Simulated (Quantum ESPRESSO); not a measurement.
# MnS (F-43m) in Quantum ESPRESSO: a series of runs

One crystal, MnS, is run at these levels: LDA; tasks: single point, equation of state.

All numbers are computed with Quantum ESPRESSO 7.5; they aren't measurements. Logs are shortened: lines on timing, memory, paths and dates and some standing lists are left out, and cuts for length are marked.

### Step 1. The crystal as given

The structure is cubic, space group F-43m (No. 216). The conventional cell has a = 4.947 Å, b = 4.947 Å, c = 4.947 Å, α = 90.00°, β = 90.00°, γ = 90.00°. Mn (site symmetry -43m) has 4 S at 2.14 Å as nearest neighbours. S (site symmetry -43m) has 4 Mn at 2.14 Å as nearest neighbours.

The cell is a database's computed one.

### Step 2. Single point, LDA, collinear spin, ferromagnetic start, 14.22 Å³/atom

File pw.in:

```
&CONTROL
  calculation = 'scf'
  prefix = 'pwscf'
  outdir = './tmp'
  pseudo_dir = './pseudo'
  tstress = .true.
  disk_io = 'nowf'
/
&SYSTEM
  ibrav = 0
  nat = 2
  ntyp = 2
  ecutwfc = 45
  ecutrho = 360
  nbnd = 20
  occupations = 'smearing'
  smearing = 'fd'
  degauss = 0.00367493
  nspin = 2
  starting_magnetization(1) = 0.2667
  starting_magnetization(2) = 0
/
&ELECTRONS
  conv_thr = 4d-10
  electron_maxstep = 120
  mixing_beta = 0.3
/
ATOMIC_SPECIES
Mn    54.9380 mn_lda_v1.5.uspp.F.UPF
S     32.0600 s_lda_v1.4.uspp.F.UPF
CELL_PARAMETERS angstrom
   0.0000000000    2.4229704058    2.4229704058
   2.4229704058    0.0000000000    2.4229704058
   2.4229704058    2.4229704058    0.0000000000
ATOMIC_POSITIONS crystal
Mn     0.0000000000    0.0000000000    0.0000000000
S      0.7500000000    0.7500000000    0.7500000000
K_POINTS automatic
9 9 9 0 0 0
```

Potentials or basis: GBRV 1.5 LDA.

Run with:

```
$ OMP_NUM_THREADS=1 mpirun -n 2 pw.x -nk 2 -in pw.in > pw.out
```

pw.out:

```text
This program is part of the open-source Quantum ESPRESSO suite
     for quantum simulation of materials; please cite
[... 13 lines left out ...]
     --------------------
     sticks:   dense  smooth     PW     G-vecs:    dense   smooth      PW
     Sum        1039     511    163                22219     7799    1411

     Using Slab Decomposition

     bravais-lattice index     =            0
     lattice parameter (alat)  =       6.4753  a.u.
     unit-cell volume          =     191.9866 (a.u.)^3
     number of atoms/cell      =            2
     number of atomic types    =            2
     number of electrons       =        21.00
     number of Kohn-Sham states=           20
     kinetic-energy cutoff     =      45.0000  Ry
     charge density cutoff     =     360.0000  Ry
     scf convergence threshold =      4.0E-10
     mixing beta               =       0.3000
     number of iterations used =            8  plain     mixing
     Exchange-correlation=  SLA  PZ   NOGX NOGC
                           (   1   1   0   0   0   0   0)

     celldm(1)=   6.475331  celldm(2)=   0.000000  celldm(3)=   0.000000
     celldm(4)=   0.000000  celldm(5)=   0.000000  celldm(6)=   0.000000

     crystal axes: (cart. coord. in units of alat)
               a(1) = (   0.000000   0.707107   0.707107 )
               a(2) = (   0.707107   0.000000   0.707107 )
               a(3) = (   0.707107   0.707107   0.000000 )

     reciprocal axes: (cart. coord. in units 2 pi/alat)
               b(1) = ( -0.707107  0.707107  0.707107 )
               b(2) = (  0.707107 -0.707107  0.707107 )
               b(3) = (  0.707107  0.707107 -0.707107 )

     PseudoPot. # 1 for Mn read from file:
     mn_lda_v1.5.uspp.F.UPF
     Pseudo is Ultrasoft + core correction, Zval = 15.0
     Generated by new atomic code, or converted to UPF format
     Using radial grid of  859 points,  6 beta functions with:
                l(1) =   0
                l(2) =   0
                l(3) =   1
                l(4) =   1
                l(5) =   2
                l(6) =   2
     Q(r) pseudized with  8 coefficients,  rinner =    0.950   0.950   0.950
                                                       0.950   0.950

     PseudoPot. # 2 for S  read from file:
     s_lda_v1.4.uspp.F.UPF
     Pseudo is Ultrasoft + core correction, Zval =  6.0
     Generated by new atomic code, or converted to UPF format
     Using radial grid of  907 points,  6 beta functions with:
                l(1) =   0
                l(2) =   0
                l(3) =   1
                l(4) =   1
                l(5) =   2
                l(6) =   2
     Q(r) pseudized with  8 coefficients,  rinner =    1.300   1.300   1.300
                                                       1.300   1.300

     atomic species   valence    mass     pseudopotential
     Mn               15.00    54.93800     Mn( 1.00)
     S                 6.00    32.06000     S ( 1.00)

     Starting magnetic structure
     atomic species   magnetization
     Mn              0.267
     S               0.000

     24 Sym. Ops. (no inversion) found

   Cartesian axes

     site n.     atom                  positions (alat units)
         1        Mn     tau(   1) = (   0.0000000   0.0000000   0.0000000  )
         2        S      tau(   2) = (   1.0606602   1.0606602   1.0606602  )

     number of k points=    35  Fermi-Dirac smearing, width (Ry)=  0.0037
                       cart. coord. in units 2pi/alat
        k(    1) = (   0.0000000   0.0000000   0.0000000), wk =   0.0013717
        k(    2) = (   0.0785674   0.0785674  -0.0785674), wk =   0.0109739
        k(    3) = (   0.1571348   0.1571348  -0.1571348), wk =   0.0109739
        k(    4) = (   0.2357023   0.2357023  -0.2357023), wk =   0.0109739
        k(    5) = (   0.3142697   0.3142697  -0.3142697), wk =   0.0109739
        k(    6) = (   0.1571348   0.0000000  -0.0000000), wk =   0.0082305
[... 27 lines left out ...]
        k(   34) = (  -0.0000000  -0.4714045   0.6285394), wk =   0.0329218
        k(   35) = (  -0.0785674  -0.3928371   0.7071068), wk =   0.0329218

     Dense  grid:    22219 G-vectors     FFT dimensions: (  40,  40,  40)

     Smooth grid:     7799 G-vectors     FFT dimensions: (  27,  27,  27)

     Check: negative core charge=   -0.000013
     Generating pointlists ...
     new r_m :   0.2526 (alat units)  1.6357 (a.u.) for type    1
     new r_m :   0.2526 (alat units)  1.6357 (a.u.) for type    2

     Initial potential from superposition of free atoms

     starting charge      20.4999, renormalised to      21.0000
     Starting wfcs are   17 randomized atomic wfcs +    3 random wfcs

     Self-consistent Calculation

     iteration #  1     ecut=    45.00 Ry     beta= 0.30
     Davidson diagonalization with overlap
     ethr =  1.00E-02,  avg # of iterations =  6.2

     total energy              =    -235.00583971 Ry
     estimated scf accuracy    <       1.07432419 Ry
[... 204 lines left out ...]
     iteration # 22     ecut=    45.00 Ry     beta= 0.30
     Davidson diagonalization with overlap
     ethr =  3.00E-12,  avg # of iterations =  4.4

     Magnetic moment per site  (integrated on atomic sphere of radius R)
     atom   1 (R=0.253)  charge= 12.5822  magn=  0.0000
     atom   2 (R=0.253)  charge=  3.3431  magn=  0.0000

     End of self-consistent calculation

 ------ SPIN UP ------------

          k = 0.0000 0.0000 0.0000 (   941 PWs)   bands (ev):

   -65.7716 -34.9726 -34.9726 -34.9726  -3.1749   7.4595   7.4595   7.4595
    11.5335  11.5335  16.4298  16.4315  16.4315  16.4315  20.3801  20.3801
    20.3801  25.9776  25.9776  28.3285

          k = 0.0786 0.0786-0.0786 (   953 PWs)   bands (ev):
[... 175 lines left out ...]
   -65.7683 -35.0024 -34.9921 -34.9829  -1.3681   6.1918   6.9087   8.0663
    10.7059  11.4855  12.2037  13.2429  14.0090  19.2648  21.0948  22.5004
    23.3414  26.3320  27.4448  29.7503

          k = 0.0000-0.3143 0.4714 (   979 PWs)   bands (ev):

   -65.7686 -35.0010 -34.9902 -34.9808  -1.5567   6.1661   7.0170   8.0072
    11.0713  11.3992  12.4353  13.2069  14.4931  19.6168  20.6377  21.6652
    23.5120  25.4094  27.3847  30.3530

          k =-0.0786-0.5500 0.7071 (   985 PWs)   bands (ev):
[... 13 lines left out ...]
   -65.7682 -35.0018 -34.9929 -34.9854  -1.2763   6.1945   6.9967   8.1141
    10.4169  11.3434  12.2851  12.9541  13.9067  19.6606  21.2552  22.0221
    23.1835  27.4492  28.6778  30.1455

 ------ SPIN DOWN ----------

          k = 0.0000 0.0000 0.0000 (   941 PWs)   bands (ev):

   -65.7716 -34.9726 -34.9726 -34.9726  -3.1749   7.4595   7.4595   7.4595
    11.5336  11.5336  16.4298  16.4315  16.4315  16.4315  20.3801  20.3801
    20.3801  25.9777  25.9777  28.3285

          k = 0.0786 0.0786-0.0786 (   953 PWs)   bands (ev):
[... 175 lines left out ...]
   -65.7684 -35.0024 -34.9921 -34.9829  -1.3681   6.1919   6.9087   8.0663
    10.7059  11.4855  12.2037  13.2429  14.0090  19.2648  21.0948  22.5004
    23.3414  26.3320  27.4448  29.7503

          k = 0.0000-0.3143 0.4714 (   979 PWs)   bands (ev):

   -65.7686 -35.0011 -34.9902 -34.9808  -1.5567   6.1661   7.0170   8.0072
    11.0713  11.3992  12.4353  13.2069  14.4931  19.6168  20.6377  21.6652
    23.5120  25.4094  27.3847  30.3530

          k =-0.0786-0.5500 0.7071 (   985 PWs)   bands (ev):
[... 13 lines left out ...]
   -65.7682 -35.0018 -34.9929 -34.9854  -1.2763   6.1945   6.9967   8.1141
    10.4169  11.3434  12.2852  12.9540  13.9067  19.6606  21.2552  22.0221
    23.1835  27.4492  28.6778  30.1454

     the Fermi energy is    12.3349 ev

!    total energy              =    -235.34397346 Ry
     estimated scf accuracy    <          1.4E-10 Ry
     smearing contrib. (-TS)   =      -0.00149427 Ry
     internal energy E=F+TS    =    -235.34247920 Ry

     The total energy is F=E-TS. E is the sum of the following terms:
     one-electron contribution =    -127.24903215 Ry
     hartree contribution      =      73.21231642 Ry
     xc contribution           =     -34.86870785 Ry
     ewald contribution        =    -146.43705562 Ry

     total magnetization       =     0.00 Bohr mag/cell
     absolute magnetization    =     0.00 Bohr mag/cell

     convergence has been achieved in  22 iterations

     Computing stress (Cartesian axis) and pressure

          total   stress  (Ry/bohr**3)                   (kbar)     P=       24.56
   0.00016692  -0.00000000  -0.00000000           24.56       -0.00       -0.00
  -0.00000000   0.00016692  -0.00000000           -0.00       24.56       -0.00
  -0.00000000  -0.00000000   0.00016692           -0.00       -0.00       24.56

=------------------------------------------------------------------------------=
   JOB DONE.
=------------------------------------------------------------------------------=
```

It took 19 s on 2 MPI ranks of Intel Xeon 6975P-C (Granite Rapids), shared host; peak memory 0.2 GiB.

Results:

```yaml
Free_energy: -3202.0179 eV
Pressure: 2.5 GPa
Band_gap_on_the_k_mesh: none (metal or under the smearing width)
Net_moment: 0.00 μB per cell
Absolute_moment: 0.00 μB per cell
Valence_electrons_inside_the_program's_atomic_spheres: Mn 12.58; S 3.34
```

Caveat: the starting moments collapsed, and a magnetic state may lie lower; semilocal functionals often make such compounds metallic where correlation or magnetic order opens a gap, which also shifts bond lengths.

### Step 3. Single point, LDA, collinear spin, ferromagnetic start, 14.53 Å³/atom

pw.in: that of step 2 with these lines changed.

```diff
@@ -31,5 +31,5 @@
 CELL_PARAMETERS angstrom
-   0.0000000000    2.4229704058    2.4229704058
-   2.4229704058    0.0000000000    2.4229704058
-   2.4229704058    2.4229704058    0.0000000000
+   0.0000000000    2.4400341398    2.4400341398
+   2.4400341398    0.0000000000    2.4400341398
+   2.4400341398    2.4400341398    0.0000000000
 ATOMIC_POSITIONS crystal
```

Potentials or basis: GBRV 1.5 LDA.

Run with:

```
$ OMP_NUM_THREADS=1 mpirun -n 2 pw.x -nk 2 -in pw.in > pw.out
```

Wall time 17 s (2 MPI ranks of Intel Xeon 6975P-C (Granite Rapids), shared host); peak memory 0.2 GiB.

Results (log left out):

| Quantity | Value |
| --- | --- |
| Free energy | -3202.0210 eV |
| Pressure | -1.1 GPa |
| Band gap on the k mesh | none (metal or under the smearing width) |
| Net moment | 0.00 μB per cell |
| Absolute moment | 0.00 μB per cell |
| Valence electrons inside the program's atomic spheres | Mn 12.61; S 3.38 |

Caveat: the starting moments collapsed, and a magnetic state may lie lower; semilocal functionals often make such compounds metallic where correlation or magnetic order opens a gap, which also shifts bond lengths.

### Step 4. Single point, LDA, collinear spin, ferromagnetic start, 14.83 Å³/atom

pw.in: that of step 3 with these lines changed.

```diff
@@ -31,5 +31,5 @@
 CELL_PARAMETERS angstrom
-   0.0000000000    2.4400341398    2.4400341398
-   2.4400341398    0.0000000000    2.4400341398
-   2.4400341398    2.4400341398    0.0000000000
+   0.0000000000    2.4568624933    2.4568624933
+   2.4568624933    0.0000000000    2.4568624933
+   2.4568624933    2.4568624933    0.0000000000
 ATOMIC_POSITIONS crystal
```

Run with:

```
$ OMP_NUM_THREADS=1 mpirun -n 2 pw.x -nk 2 -in pw.in > pw.out
```

Wall time 27 s (2 MPI ranks of Intel Xeon 6975P-C (Granite Rapids), shared host); peak memory 0.2 GiB.

Results (log left out):

```yaml
Free_energy: -3202.0116 eV
Pressure: -4.2 GPa
Band_gap_on_the_k_mesh: none (metal or under the smearing width)
Net_moment: 0.00 μB per cell
Absolute_moment: 0.00 μB per cell
Valence_electrons_inside_the_program's_atomic_spheres: Mn 12.63; S 3.41
```

Caveat: the starting moments collapsed, and a magnetic state may lie lower; semilocal functionals often make such compounds metallic where correlation or magnetic order opens a gap, which also shifts bond lengths.

### Step 5. Single point, LDA, collinear spin, ferromagnetic start, 15.13 Å³/atom

pw.in: that of step 4 with these lines changed.

```diff
@@ -31,5 +31,5 @@
 CELL_PARAMETERS angstrom
-   0.0000000000    2.4568624933    2.4568624933
-   2.4568624933    0.0000000000    2.4568624933
-   2.4568624933    2.4568624933    0.0000000000
+   0.0000000000    2.4734634191    2.4734634191
+   2.4734634191    0.0000000000    2.4734634191
+   2.4734634191    2.4734634191    0.0000000000
 ATOMIC_POSITIONS crystal
```

Run with:

```
$ OMP_NUM_THREADS=1 mpirun -n 2 pw.x -nk 2 -in pw.in > pw.out
```

Run time: 21 s. Hardware: 2 MPI ranks of Intel Xeon 6975P-C (Granite Rapids), shared host; peak memory 0.22 GiB.

It converged, with:

* Free energy: -3201.9909 eV
* Pressure: -7.0 GPa
* Band gap on the k mesh: none (metal or under the smearing width)
* Net moment: 0.10 μB per cell
* Absolute moment: 0.11 μB per cell
* Site moments: Mn +0.09; S -0.00 μB
* Valence electrons inside the program's atomic spheres: Mn 12.65; S 3.44

Caveat: the moment fell far below its start of 4 μB, so a state of higher moment may lie lower in energy; semilocal functionals often make such compounds metallic where correlation or magnetic order opens a gap, which also shifts bond lengths.

### Step 6. Single point, LDA, collinear spin, ferromagnetic start, 15.44 Å³/atom

pw.in: that of step 5 with these lines changed.

```diff
@@ -31,5 +31,5 @@
 CELL_PARAMETERS angstrom
-   0.0000000000    2.4734634191    2.4734634191
-   2.4734634191    0.0000000000    2.4734634191
-   2.4734634191    2.4734634191    0.0000000000
+   0.0000000000    2.4898444489    2.4898444489
+   2.4898444489    0.0000000000    2.4898444489
+   2.4898444489    2.4898444489    0.0000000000
 ATOMIC_POSITIONS crystal
```

Potentials or basis: GBRV 1.5 LDA.

Run with:

```
$ OMP_NUM_THREADS=1 mpirun -n 2 pw.x -nk 2 -in pw.in > pw.out
```

It took 42 s on 2 MPI ranks of Intel Xeon 6975P-C (Granite Rapids), shared host; peak memory 0.22 GiB.

Results (log left out):

```
Free energy                                           : -3201.9605 eV
Pressure                                              : -9.4 GPa
Band gap on the k mesh                                : none (metal or under the smearing width)
Net moment                                            : 0.16 μB per cell
Absolute moment                                       : 0.17 μB per cell
Site moments                                          : Mn +0.14; S -0.00 μB
Valence electrons inside the program's atomic spheres : Mn 12.67; S 3.48
```

Caveat: the moment fell far below its start of 4 μB, so a state of higher moment may lie lower in energy; semilocal functionals often make such compounds metallic where correlation or magnetic order opens a gap, which also shifts bond lengths.

### Step 7. Single point, LDA, collinear spin, ferromagnetic start, 15.74 Å³/atom

pw.in: that of step 6 with these lines changed.

```diff
@@ -31,5 +31,5 @@
 CELL_PARAMETERS angstrom
-   0.0000000000    2.4898444489    2.4898444489
-   2.4898444489    0.0000000000    2.4898444489
-   2.4898444489    2.4898444489    0.0000000000
+   0.0000000000    2.5060127231    2.5060127231
+   2.5060127231    0.0000000000    2.5060127231
+   2.5060127231    2.5060127231    0.0000000000
 ATOMIC_POSITIONS crystal
```

Run with:

```
$ OMP_NUM_THREADS=1 mpirun -n 2 pw.x -nk 2 -in pw.in > pw.out
```

Wall time 29 s (2 MPI ranks of Intel Xeon 6975P-C (Granite Rapids), shared host); peak memory 0.22 GiB.

The run converged. Its results:

```yaml
Free_energy: -3201.9213 eV
Pressure: -11.6 GPa
Band_gap_on_the_k_mesh: none (metal or under the smearing width)
Net_moment: 0.20 μB per cell
Absolute_moment: 0.21 μB per cell
Site_moments: Mn +0.17; S -0.00 μB
Valence_electrons_inside_the_program's_atomic_spheres: Mn 12.69; S 3.51
```

Caveat: the moment fell far below its start of 4 μB, so a state of higher moment may lie lower in energy; semilocal functionals often make such compounds metallic where correlation or magnetic order opens a gap, which also shifts bond lengths.

### Step 8. Single point, LDA, collinear spin, ferromagnetic start, 16.04 Å³/atom

pw.in: that of step 7 with these lines changed.

```diff
@@ -31,5 +31,5 @@
 CELL_PARAMETERS angstrom
-   0.0000000000    2.5060127231    2.5060127231
-   2.5060127231    0.0000000000    2.5060127231
-   2.5060127231    2.5060127231    0.0000000000
+   0.0000000000    2.5219750179    2.5219750179
+   2.5219750179    0.0000000000    2.5219750179
+   2.5219750179    2.5219750179    0.0000000000
 ATOMIC_POSITIONS crystal
```

Run with:

```
$ OMP_NUM_THREADS=1 mpirun -n 2 pw.x -nk 2 -in pw.in > pw.out
```

Wall time 32 s (2 MPI ranks of Intel Xeon 6975P-C (Granite Rapids), shared host); peak memory 0.24 GiB.

It converged, with:

```yaml
Free_energy: -3201.8741 eV
Pressure: -13.6 GPa
Band_gap_on_the_k_mesh: none (metal or under the smearing width)
Net_moment: 0.23 μB per cell
Absolute_moment: 0.25 μB per cell
Site_moments: Mn +0.20; S -0.00 μB
Valence_electrons_inside_the_program's_atomic_spheres: Mn 12.71; S 3.54
```

Caveat: the moment fell far below its start of 4 μB, so a state of higher moment may lie lower in energy; semilocal functionals often make such compounds metallic where correlation or magnetic order opens a gap, which also shifts bond lengths.

### Step 9. Equation of state, LDA, collinear spin, ferromagnetic start

Potentials or basis: GBRV 1.5 LDA.

This step only gathers the single runs of the series.

What came out:

```yaml
Equilibrium_volume: 14.45 Å³/atom
Bulk_modulus: 163 GPa
Pressure_derivative_of_the_bulk_modulus: 4.6
```

Energy against volume, from the lowest point:
| volume (Å³/atom) | energy (meV/atom) |
| --- | --- |
| 14.225 | 1.57 |
| 14.527 | 0.00 |
| 14.830 | 4.73 |
| 15.133 | 15.04 |
| 15.435 | 30.27 |
| 15.738 | 49.88 |
| 16.041 | 73.46 |
